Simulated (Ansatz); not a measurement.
Crystal: Pr, diamond type, 2 atoms in the cell.

The calculation used PBE, plane waves, PAW datasets (generated soft set 1) in Ansatz 0.2.0 development build.

Cutoff 420 eV; k-mesh 32×32×32 Γ-centred; Fermi–Dirac smearing of 0.0612 eV; no spin polarisation; no spin–orbit coupling.

The fit to the energies gives V₀ = 26.204 Å³/atom (a₀ = 5.940 Å), B₀ = 95.5 GPa, B₀′ = 5.30.

**Question.** What pressure does the program print at V = 26.763 Å³/atom, and how far above the lowest computed point (V = 26.238 Å³/atom) does the energy lie?

**Answer.** -1.91 GPa and 3.39 meV/atom. All points:

| V (Å³/atom) | a (Å) | E − E(min) (meV/atom) | P (GPa) |
| --- | --- | --- | --- |
| 24.664 | 5.8217 | 30.62 | 6.78 |
| 25.188 | 5.8627 | 12.73 | 4.19 |
| 25.713 | 5.9031 | 2.84 | 1.90 |
| 26.238 | 5.9430 | 0.00 | -0.12 |
| 26.763 | 5.9824 | 3.39 | -1.91 |
| 27.287 | 6.0212 | 12.26 | -3.48 |
| 27.812 | 6.0596 | 25.94 | -4.85 |

The published all-electron PBE values for this crystal (mean of FLEUR and WIEN2k, k-spacing 0.06 Å⁻¹; Bosoni et al., Nat. Rev. Phys. 6, 45 (2024)) are V₀ = 26.220 Å³/atom, B₀ = 95.5 GPa, B₀′ = 5.32.

The stress includes the program's correction for the finite plane-wave basis.

This cubic structure is a model: it isn't the usual form of the substance at ambient conditions, and such phases are metastable or hypothetical. The open f shell is treated without spin here, so this is a model state and not the ground state.
